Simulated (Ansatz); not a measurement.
The system is TiCo.

```xyz
2
Lattice="2.9861 0.0000 0.0000 0.0000 2.9861 0.0000 0.0000 0.0000 2.9861" Properties=species:S:1:pos:R:3 pbc="T T T"
Co    1.4931    1.4931    1.4931
Ti    0.0000    0.0000    0.0000
```

The cell comes from a database or a generator and needn't be the stable form of this composition.

* Program: Ansatz 0.2.0
* Task: relaxation of cell and atoms
* Functional: PBE
* Dispersion: D4
* Potentials or basis: Ansatz PAW
* Cutoff: 420 eV (not typed: the program's choice for these potentials)
* k mesh: 9 × 9 × 9
* Occupations: fermi-dirac, width 0.05 eV
* Spin: collinear spin, ferromagnetic start
* Starting moments: [2.0, 1.0] μB

At the start: volume 13.31 Å³/atom.

Question: How do energy, volume and symmetry change on relaxing?

Answer: It ends after 4 steps and the volume is 12.98 Å³/atom (-2.5 %); space group Pm-3m (No. 221, to 0.05 Å); moment 0.78 μB per cell.

The path:
| step | energy change (eV) | largest force (eV/Å) | volume (Å³) |
| --- | --- | --- | --- |
| 1 | 0.0000 | 0.0000 | 26.63 |
| 2 | -0.0091 | 0.0000 | 25.99 |
| 3 | -0.0091 | 0.0000 | 25.96 |
| 4 | -0.0088 | 0.0000 | 25.96 |

Final structure:
```
Co Ti
1.0
     2.96100    0.00000    0.00000
     0.00000    2.96100    0.00000
     0.00000    0.00000    2.96100
Co Ti
1 1
Direct
  0.50000 0.50000 0.50000
  0.00000 0.00000 0.00000
```

Caveat: the plane-wave basis is chosen anew once the cell has moved, so the energies of steps on either side of that aren't comparable.
